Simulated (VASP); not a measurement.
Set up this calculation in VASP 6.6.1, as the native input.

* Task: relaxation of cell and atoms
* Functional: PBE
* Dispersion: D3(BJ)
* Potentials or basis: VASP PAW PBE potentials, release 64 (Hf_pv, S)
* Cutoff: 600 eV
* k mesh: 9 × 9 × 5
* Occupations: gaussian, width 0.03 eV
* Spin: no spin polarisation
* Further INCAR settings: ALGO = Normal; EDIFF = 1e-07; IBRION = 2; EDIFFG = -0.005; NSW = 90; ISIF = 3

The structure of HfS2 lies in POSCAR:

```
HfS2                                    
1.0
    3.5968391997     -0.0000000000      0.0000000000
   -1.7984195998      3.1149541202      0.0000000000
   -0.0000000000     -0.0000000000      5.7700006272
  Hf              S             
     1     2
Direct
     0.0000000000000000    0.0000000000000000    0.0000000000000000
     0.6666666699999979    0.3333333300000021    0.7478435765269257
     0.3333333300000021    0.6666666699999979    0.2521564234730744
```

The cell is a database's computed one.

These files were run (other wordings do the same):

INCAR

```
SYSTEM = HfS2
  PREC = Accurate
  ENCUT = 600
  EDIFF = 1E-7
  ISMEAR = 0
  SIGMA = 0.03
  LREAL = .FALSE.
  LASPH = .TRUE.
  NELM = 80
  ALGO = Normal
  ISIF = 3
  LWAVE = .FALSE.
  LCHARG = .FALSE.
  GGA = PE
  IVDW = 12
  IBRION = 2
  NSW = 90
  EDIFFG = -0.005
```

KPOINTS

```
Automatic mesh
0
G
  9 9 5
  0 0 0
```

Potentials or basis: VASP PAW PBE potentials, release 64 (Hf_pv, S).

Launch:

```bash
$ cat potpaw_PBE.64/Hf_pv/POTCAR potpaw_PBE.64/S/POTCAR > POTCAR
$ mpirun -np 1 vasp_std > vasp.out
```

Results of the run:

```yaml
Relaxed_volume: 21.56 Å³/atom
Relaxed_cell: a = 3.599 Å, b = 3.599 Å, c = 5.765 Å, α = 90.00°, β = 90.00°, γ = 120.00°
Space_group_after_relaxing_to_0.05_Å: P-3m1 (No. 164)
Energy_gained_by_relaxing: 0.0 meV/atom
Ionic_steps: 4
Pressure_after_relaxing: 0.0 GPa
Largest_force_after_relaxing: 0.003 eV/Å
Band_gap_on_the_k_mesh: 0.91 eV, indirect (least direct gap 1.86 eV)
Dispersion_energy_per_atom: -0.342 eV
```

Caveat: spin-orbit coupling is left out, which moves the levels of the heavy elements; an odd mesh through Γ misses points on the zone boundary, where band edges often lie.

It took 59 s on 1 thread of Intel(R) Xeon(R) 6975P-C (Granite Rapids), on a shared host, peak memory 0.25 GiB.
